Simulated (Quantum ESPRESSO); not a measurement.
# MgSi (Cmcm) in Quantum ESPRESSO: reference runs

Reference runs on MgSi: the cell as given and a disturbed copy, and energy against volume gives the equilibrium volume and stiffness.

All numbers are computed with Quantum ESPRESSO 7.5; they aren't measurements. Logs are shortened: lines on timing, memory, paths and dates and some standing lists are left out, and cuts for length are marked.

### Step 1. The crystal as given

Symmetry: Cmcm, No. 63, orthorhombic system. The conventional cell has a = 3.005 Å, b = 10.852 Å, c = 4.340 Å, α = 90.00°, β = 90.00°, γ = 90.00°. Si (site symmetry m2m) is surrounded by 4 Si at 2.66 to 3.01 Å and 7 Mg at 2.83 to 3.00 Å. Around Mg (site symmetry m2m) lie 7 Si at 2.83 to 3.00 Å and 6 Mg at 3.01 to 3.18 Å.

The cell comes from a database or a generator and needn't be the stable form of this composition.

### Step 2. Single point, PBEsol

pw.in

```
&CONTROL
  calculation = 'scf'
  prefix = 'pwscf'
  outdir = './tmp'
  pseudo_dir = './pseudo'
  tprnfor = .true.
  tstress = .true.
  disk_io = 'low'
/
&SYSTEM
  ibrav = 0
  celldm(1) = 8
  nat = 4
  ntyp = 2
  ecutwfc = 45
  ecutrho = 360
  nbnd = 21
  occupations = 'smearing'
  smearing = 'fd'
  degauss = 0.00367493
/
&ELECTRONS
  conv_thr = 8d-10
  electron_maxstep = 120
  mixing_beta = 0.5
/
ATOMIC_SPECIES
Si    28.0850 si_pbesol_v1.uspp.F.UPF
Mg    24.3050 mg_pbesol_v1.4.uspp.F.UPF
CELL_PARAMETERS alat
  0.3549170223705  -1.2817105234797   0.0000000000000
  0.3549170223705   1.2817105234797   0.0000000000000
  0.0000000000000   0.0000000000000   1.0252184690158
ATOMIC_POSITIONS crystal
Si     0.5706380000    0.4293620000    0.7500000000
Si     0.4293620000    0.5706380000    0.2500000000
Mg     0.1683810000    0.8316190000    0.2500000000
Mg     0.8316190000    0.1683810000    0.7500000000
K_POINTS automatic
9 9 6 0 0 0
```

pp_density.in

```
&INPUTPP
  prefix = 'pwscf'
  outdir = './tmp'
  filplot = 'density.dat'
  plot_num = 0
/
&PLOT
  nfile = 1
  filepp(1) = 'density.dat'
  iflag = 3
  output_format = 6
  fileout = 'density.cube'
/
```

pp_potential.in

```
&INPUTPP
  prefix = 'pwscf'
  outdir = './tmp'
  filplot = 'potential.dat'
  plot_num = 11
/
&PLOT
  nfile = 1
  filepp(1) = 'potential.dat'
  iflag = 3
  output_format = 6
  fileout = 'potential.cube'
/
```

Potentials or basis: GBRV 1.5 PBEsol.

The run is started by

```
> OMP_NUM_THREADS=1 mpirun -n 2 pw.x -nk 2 -in pw.in > pw.out
> OMP_NUM_THREADS=1 mpirun -n 1 pp.x -in pp_density.in > pp_density.out
> OMP_NUM_THREADS=1 mpirun -n 1 pp.x -in pp_potential.in > pp_potential.out
```

pw.out:

```text
This program is part of the open-source Quantum ESPRESSO suite
     for quantum simulation of materials; please cite
         "P. Giannozzi et al., J. Phys.:Condens. Matter 21 395502 (2009);
         "P. Giannozzi et al., J. Phys.:Condens. Matter 29 465901 (2017);
         "P. Giannozzi et al., J. Chem. Phys. 152 154105 (2020);
     in publications or presentations arising from this work. More details at

     Message from routine setup:
     using ibrav=0 with symmetry is DISCOURAGED, use correct ibrav instead

     K-points division:     npool     =       2
     Subspace diagonalization in iterative solution of the eigenvalue problem:
     a serial algorithm will be used

     G-vector sticks info
     --------------------
     sticks:   dense  smooth     PW     G-vecs:    dense   smooth      PW
     Sum        1673     839    279                55093    19485    3799

     Using Slab Decomposition

     bravais-lattice index     =            0
     lattice parameter (alat)  =       8.0000  a.u.
     unit-cell volume          =     477.5657 (a.u.)^3
     number of atoms/cell      =            4
     number of atomic types    =            2
     number of electrons       =        28.00
     number of Kohn-Sham states=           21
     kinetic-energy cutoff     =      45.0000  Ry
     charge density cutoff     =     360.0000  Ry
     scf convergence threshold =      8.0E-10
     mixing beta               =       0.5000
     number of iterations used =            8  plain     mixing
     Exchange-correlation= SLA  PW   PSX  PSC
                           (   1   4  10   8   0   0   0)

     celldm(1)=   8.000000  celldm(2)=   0.000000  celldm(3)=   0.000000
     celldm(4)=   0.000000  celldm(5)=   0.000000  celldm(6)=   0.000000

     crystal axes: (cart. coord. in units of alat)
               a(1) = (   0.354917  -1.281711   0.000000 )
               a(2) = (   0.354917   1.281711   0.000000 )
               a(3) = (   0.000000   0.000000   1.025218 )

     reciprocal axes: (cart. coord. in units 2 pi/alat)
               b(1) = (  1.408780 -0.390104  0.000000 )
               b(2) = (  1.408780  0.390104 -0.000000 )
               b(3) = ( -0.000000  0.000000  0.975402 )

     PseudoPot. # 1 for Si read from file:
     si_pbesol_v1.uspp.F.UPF
     Pseudo is Ultrasoft + core correction, Zval =  4.0
     Generated by new atomic code, or converted to UPF format
     Using radial grid of  899 points,  6 beta functions with:
                l(1) =   0
                l(2) =   0
                l(3) =   1
                l(4) =   1
                l(5) =   2
                l(6) =   2
     Q(r) pseudized with  8 coefficients,  rinner =    0.900   0.900   0.900
                                                       0.900   0.900

     PseudoPot. # 2 for Mg read from file:
     mg_pbesol_v1.4.uspp.F.UPF
     Pseudo is Ultrasoft, Zval = 10.0
     Generated by new atomic code, or converted to UPF format
     Using radial grid of  821 points,  7 beta functions with:
                l(1) =   0
                l(2) =   0
                l(3) =   0
                l(4) =   1
                l(5) =   1
                l(6) =   2
                l(7) =   2
     Q(r) pseudized with  8 coefficients,  rinner =    1.200   1.200   1.200
                                                       1.200   1.200

     atomic species   valence    mass     pseudopotential
     Si                4.00    28.08500     Si( 1.00)
     Mg               10.00    24.30500     Mg( 1.00)

      8 Sym. Ops., with inversion, found ( 4 have fractional translation)

   Cartesian axes

     site n.     atom                  positions (alat units)
         1        Si     tau(   1) = (   0.3549170  -0.1810749   0.7689139  )
         2        Si     tau(   2) = (   0.3549170   0.1810749   0.2563046  )
         3        Mg     tau(   3) = (   0.3549170   0.8500791   0.2563046  )
         4        Mg     tau(   4) = (   0.3549170  -0.8500791   0.7689139  )

     number of k points=   100  Fermi-Dirac smearing, width (Ry)=  0.0037

     Number of k-points >= 100: set verbosity='high' to print them.

     Dense  grid:    55093 G-vectors     FFT dimensions: (  72,  72,  50)

     Smooth grid:    19485 G-vectors     FFT dimensions: (  45,  45,  36)

     Initial potential from superposition of free atoms

     starting charge      27.3982, renormalised to      28.0000
     Starting wfcs are   18 randomized atomic wfcs +    3 random wfcs

     Self-consistent Calculation

     iteration #  1     ecut=    45.00 Ry     beta= 0.50
     Davidson diagonalization with overlap
     ethr =  1.00E-02,  avg # of iterations =  6.3

     Threshold (ethr) on eigenvalues was too large:
     Diagonalizing with lowered threshold

     Davidson diagonalization with overlap
     ethr =  9.78E-04,  avg # of iterations =  1.1

     total energy              =    -269.28877579 Ry
     estimated scf accuracy    <       0.27469923 Ry

     iteration #  2     ecut=    45.00 Ry     beta= 0.50
     Davidson diagonalization with overlap
     ethr =  9.81E-04,  avg # of iterations =  2.2

     total energy              =    -269.32422352 Ry
     estimated scf accuracy    <       0.05688849 Ry

     iteration #  3     ecut=    45.00 Ry     beta= 0.50
     Davidson diagonalization with overlap
     ethr =  2.03E-04,  avg # of iterations =  2.5

     total energy              =    -269.33436154 Ry
     estimated scf accuracy    <       0.01257305 Ry

     iteration #  4     ecut=    45.00 Ry     beta= 0.50
     Davidson diagonalization with overlap
     ethr =  4.49E-05,  avg # of iterations =  3.0

     total energy              =    -269.33604697 Ry
     estimated scf accuracy    <       0.00070567 Ry

     iteration #  5     ecut=    45.00 Ry     beta= 0.50
     Davidson diagonalization with overlap
     ethr =  2.52E-06,  avg # of iterations =  4.2

     total energy              =    -269.33608435 Ry
     estimated scf accuracy    <       0.00001148 Ry

     iteration #  6     ecut=    45.00 Ry     beta= 0.50
     Davidson diagonalization with overlap
     ethr =  4.10E-08,  avg # of iterations =  4.0

     total energy              =    -269.33609047 Ry
     estimated scf accuracy    <       0.00000051 Ry

     iteration #  7     ecut=    45.00 Ry     beta= 0.50
     Davidson diagonalization with overlap
     ethr =  1.81E-09,  avg # of iterations =  2.1

     total energy              =    -269.33609060 Ry
     estimated scf accuracy    <       0.00000005 Ry

     iteration #  8     ecut=    45.00 Ry     beta= 0.50
     Davidson diagonalization with overlap
     ethr =  1.92E-10,  avg # of iterations =  2.1

     total energy              =    -269.33609061 Ry
     estimated scf accuracy    <          2.1E-09 Ry

     iteration #  9     ecut=    45.00 Ry     beta= 0.50
     Davidson diagonalization with overlap
     ethr =  7.43E-12,  avg # of iterations =  2.3

     End of self-consistent calculation

     Number of k-points >= 100: set verbosity='high' to print the bands.

     the Fermi energy is     7.8206 ev

!    total energy              =    -269.33609061 Ry
     estimated scf accuracy    <          4.0E-11 Ry
     smearing contrib. (-TS)   =      -0.00107381 Ry
     internal energy E=F+TS    =    -269.33501680 Ry

     The total energy is F=E-TS. E is the sum of the following terms:
     one-electron contribution =    -206.76808127 Ry
     hartree contribution      =     104.62630192 Ry
     xc contribution           =     -41.78140251 Ry
     ewald contribution        =    -125.41183494 Ry

     convergence has been achieved in   9 iterations

     Forces acting on atoms (cartesian axes, Ry/au):

     atom    1 type  1   force =    -0.00000000    0.00648733    0.00000000
     atom    2 type  1   force =     0.00000000   -0.00648733    0.00000000
     atom    3 type  2   force =    -0.00000000    0.00631365    0.00000000
     atom    4 type  2   force =     0.00000000   -0.00631365    0.00000000

     Total force =     0.012802     Total SCF correction =     0.000033

     Computing stress (Cartesian axis) and pressure

          total   stress  (Ry/bohr**3)                   (kbar)     P=      -14.98
  -0.00014641   0.00000000   0.00000000          -21.54        0.00        0.00
  -0.00000000  -0.00010879   0.00000000           -0.00      -16.00        0.00
   0.00000000   0.00000000  -0.00005039            0.00        0.00       -7.41

=------------------------------------------------------------------------------=
   JOB DONE.
=------------------------------------------------------------------------------=
```

Run time: 68 s. Hardware: 2 MPI ranks of Arm Neoverse V2, shared host; peak memory 0.4 GiB.

What came out:

```
Free energy            : -3664.5042 eV
Pressure               : -1.5 GPa
Largest force          : 0.167 eV/Å
Band gap on the k mesh : none (metal or under the smearing width)
```

Forces in eV/Å, atoms in the order of the input:
```
Si   0.000  0.167  0.000
Si   0.000 -0.167  0.000
Mg   0.000  0.162  0.000
Mg   0.000 -0.162  0.000
```

Levels at points of the mesh, in eV from the Fermi level:
```csv
k point,band 11,band 12,band 13,band 14,band 15,band 16,band 17,band 18
"(0.00, 0.00, 0.00)",-4.92,-3.85,-2.27,0.84,2.25,2.52,2.79,3.52
"(0.00, 0.00, -0.50)",-4.14,-4.14,-2.67,-2.67,4.82,4.82,5.46,5.46
```

### Step 3. Single point, PBEsol, 16.63 Å³/atom

pw.in: that of step 2 with these lines changed.

```diff
@@ -7,3 +7,3 @@
   tstress = .true.
-  disk_io = 'low'
+  disk_io = 'nowf'
 /
@@ -11,3 +11,2 @@
   ibrav = 0
-  celldm(1) = 8
   nat = 4
@@ -29,6 +28,6 @@
 Mg    24.3050 mg_pbesol_v1.4.uspp.F.UPF
-CELL_PARAMETERS alat
-  0.3549170223705  -1.2817105234797   0.0000000000000
-  0.3549170223705   1.2817105234797   0.0000000000000
-  0.0000000000000   0.0000000000000   1.0252184690158
+CELL_PARAMETERS angstrom
+   1.4718398834   -5.3152498993    0.0000000000
+   1.4718398834    5.3152498993    0.0000000000
+   0.0000000000    0.0000000000    4.2515780782
 ATOMIC_POSITIONS crystal
```

Potentials or basis: GBRV 1.5 PBEsol.

The run is started by

```
> OMP_NUM_THREADS=1 mpirun -n 2 pw.x -nk 2 -in pw.in > pw.out
```

Run time: 63 s. Hardware: 2 MPI ranks of Arm Neoverse V2, shared host; peak memory 0.4 GiB.

The run converged. Its results:

```yaml
Free_energy: -3664.4909 eV
Pressure: 2.6 GPa
Largest_force: 0.163 eV/Å
Band_gap_on_the_k_mesh: none (metal or under the smearing width)
```

### Step 4. Single point, PBEsol, 16.98 Å³/atom

pw.in: that of step 3 with these lines changed.

```diff
@@ -29,5 +29,5 @@
 CELL_PARAMETERS angstrom
-   1.4718398834   -5.3152498993    0.0000000000
-   1.4718398834    5.3152498993    0.0000000000
-   0.0000000000    0.0000000000    4.2515780782
+   1.4822052945   -5.3526824699    0.0000000000
+   1.4822052945    5.3526824699    0.0000000000
+   0.0000000000    0.0000000000    4.2815197553
 ATOMIC_POSITIONS crystal
```

The run is started by

```
> OMP_NUM_THREADS=1 mpirun -n 2 pw.x -nk 2 -in pw.in > pw.out
```

Run time: 63 s. Hardware: 2 MPI ranks of Arm Neoverse V2, shared host; peak memory 0.38 GiB.

Results (log left out):

* Free energy: -3664.5076 eV
* Pressure: 1.1 GPa
* Largest force: 0.161 eV/Å
* Band gap on the k mesh: none (metal or under the smearing width)

### Step 5. Single point, PBEsol, 17.34 Å³/atom

pw.in: that of step 4 with these lines changed.

```diff
@@ -29,5 +29,5 @@
 CELL_PARAMETERS angstrom
-   1.4822052945   -5.3526824699    0.0000000000
-   1.4822052945    5.3526824699    0.0000000000
-   0.0000000000    0.0000000000    4.2815197553
+   1.4924277230   -5.3895986880    0.0000000000
+   1.4924277230    5.3895986880    0.0000000000
+   0.0000000000    0.0000000000    4.3110484109
 ATOMIC_POSITIONS crystal
```

The run is started by

```
> OMP_NUM_THREADS=1 mpirun -n 2 pw.x -nk 2 -in pw.in > pw.out
```

Wall time 65 s (2 MPI ranks of Arm Neoverse V2, shared host); peak memory 0.4 GiB.

The run converged. Its results:

* Free energy: -3664.5116 eV
* Pressure: -0.3 GPa
* Largest force: 0.163 eV/Å
* Band gap on the k mesh: none (metal or under the smearing width)

### Step 6. Single point, PBEsol, 17.69 Å³/atom

pw.in: that of step 5 with these lines changed.

```diff
@@ -29,5 +29,5 @@
 CELL_PARAMETERS angstrom
-   1.4924277230   -5.3895986880    0.0000000000
-   1.4924277230    5.3895986880    0.0000000000
-   0.0000000000    0.0000000000    4.3110484109
+   1.5025120000   -5.4260160000    0.0000000000
+   1.5025120000    5.4260160000    0.0000000000
+   0.0000000000    0.0000000000    4.3401780000
 ATOMIC_POSITIONS crystal
```

Potentials or basis: GBRV 1.5 PBEsol.

The run is started by

```
> OMP_NUM_THREADS=1 mpirun -n 2 pw.x -nk 2 -in pw.in > pw.out
```

Run time: 66 s. Hardware: 2 MPI ranks of Arm Neoverse V2, shared host; peak memory 0.42 GiB.

It converged, with:

```
Free energy            : -3664.5042 eV
Pressure               : -1.5 GPa
Largest force          : 0.167 eV/Å
Band gap on the k mesh : none (metal or under the smearing width)
```

### Step 7. Single point, PBEsol, 18.05 Å³/atom

pw.in: that of step 6 with these lines changed.

```diff
@@ -29,5 +29,5 @@
 CELL_PARAMETERS angstrom
-   1.5025120000   -5.4260160000    0.0000000000
-   1.5025120000    5.4260160000    0.0000000000
-   0.0000000000    0.0000000000    4.3401780000
+   1.5124627006   -5.4619509280    0.0000000000
+   1.5124627006    5.4619509280    0.0000000000
+   0.0000000000    0.0000000000    4.3689217383
 ATOMIC_POSITIONS crystal
```

The run is started by

```
> OMP_NUM_THREADS=1 mpirun -n 2 pw.x -nk 2 -in pw.in > pw.out
```

It took 65 s on 2 MPI ranks of Arm Neoverse V2, shared host; peak memory 0.42 GiB.

It converged, with:

- Free energy: -3664.4866 eV
- Pressure: -2.6 GPa
- Largest force: 0.175 eV/Å
- Band gap on the k mesh: none (metal or under the smearing width)

### Step 8. Single point, PBEsol, 18.40 Å³/atom

pw.in: that of step 7 with these lines changed.

```diff
@@ -29,5 +29,5 @@
 CELL_PARAMETERS angstrom
-   1.5124627006   -5.4619509280    0.0000000000
-   1.5124627006    5.4619509280    0.0000000000
-   0.0000000000    0.0000000000    4.3689217383
+   1.5222841622   -5.4974191357    0.0000000000
+   1.5222841622    5.4974191357    0.0000000000
+   0.0000000000    0.0000000000    4.3972921550
 ATOMIC_POSITIONS crystal
```

The run is started by

```
> OMP_NUM_THREADS=1 mpirun -n 2 pw.x -nk 2 -in pw.in > pw.out
```

Wall time 65 s (2 MPI ranks of Arm Neoverse V2, shared host); peak memory 0.42 GiB.

The run converged. Its results:

- Free energy: -3664.4597 eV
- Pressure: -3.6 GPa
- Largest force: 0.186 eV/Å
- Band gap on the k mesh: none (metal or under the smearing width)

### Step 9. Single point, PBEsol, 18.75 Å³/atom

pw.in: that of step 8 with these lines changed.

```diff
@@ -29,5 +29,5 @@
 CELL_PARAMETERS angstrom
-   1.5222841622   -5.4974191357    0.0000000000
-   1.5222841622    5.4974191357    0.0000000000
-   0.0000000000    0.0000000000    4.3972921550
+   1.5319805010   -5.5324354883    0.0000000000
+   1.5319805010    5.5324354883    0.0000000000
+   0.0000000000    0.0000000000    4.4253011404
 ATOMIC_POSITIONS crystal
```

Potentials or basis: GBRV 1.5 PBEsol.

The run is started by

```
> OMP_NUM_THREADS=1 mpirun -n 2 pw.x -nk 2 -in pw.in > pw.out
```

Run time: 65 s. Hardware: 2 MPI ranks of Arm Neoverse V2, shared host; peak memory 0.42 GiB.

It converged, with:

- Free energy: -3664.4245 eV
- Pressure: -4.5 GPa
- Largest force: 0.195 eV/Å
- Band gap on the k mesh: none (metal or under the smearing width)

### Step 10. Equation of state, PBEsol

No new run: the results of the series are fitted here.

Results:

| Quantity | Value |
| --- | --- |
| Equilibrium volume | 17.28 Å³/atom |
| Bulk modulus at fixed shape and positions | 64 GPa |
| Pressure derivative of the bulk modulus | 4.3 |

Energy against volume, from the lowest point:
| volume (Å³/atom) | energy (meV/atom) |
| --- | --- |
| 16.630 | 5.19 |
| 16.984 | 0.99 |
| 17.338 | 0.00 |
| 17.692 | 1.86 |
| 18.046 | 6.27 |
| 18.400 | 12.98 |
| 18.754 | 21.78 |

Caveat: the cell was scaled at fixed shape and fractional positions, which overstates the stiffness of a crystal with free parameters, most of all of layers and chains.

(Continued in part 2 of 2.)
